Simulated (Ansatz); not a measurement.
BAs:

```
As B
1.0
     0.00000    2.38850    2.38850
     2.38850    0.00000    2.38850
     2.38850    2.38850    0.00000
As B
1 1
Direct
  0.75000 0.75000 0.75000
  0.00000 0.00000 0.00000
```

Base run:

| Property | Result |
| --- | --- |
| Program | Ansatz 0.2.0 |
| Functional | revPBE |
| Potentials or basis | Ansatz PAW |
| Cutoff | 420 eV (not typed: the program's choice for these potentials) |
| k mesh | 10 × 10 × 10 |
| Occupations | fermi-dirac, width 0.05 eV |
| Spin | no spin polarisation |

Its results: band gap on the k mesh 1.21 eV, indirect (least direct gap 3.28 eV); pressure 4.8 GPa.

Q: After a change of settings the same cell gave: band gap on the k mesh 1.22 eV, indirect (least direct gap 3.28 eV); pressure 5.4 GPa. Which change was it?
A. functional from revPBE to RPBE
B. functional from revPBE to HF; k mesh from 10 × 10 × 10 to 5 × 5 × 5
C. functional from revPBE to PBEsol0; k mesh from 10 × 10 × 10 to 5 × 5 × 5
D. functional from revPBE to B3LYP; k mesh from 10 × 10 × 10 to 5 × 5 × 5

A: A.

Caveats: the PAW data sets come from PBE, with cores solved anew for the run's functional, which leaves a small shift of forces and pressure.

Runs at the PBE level aren't shown here.
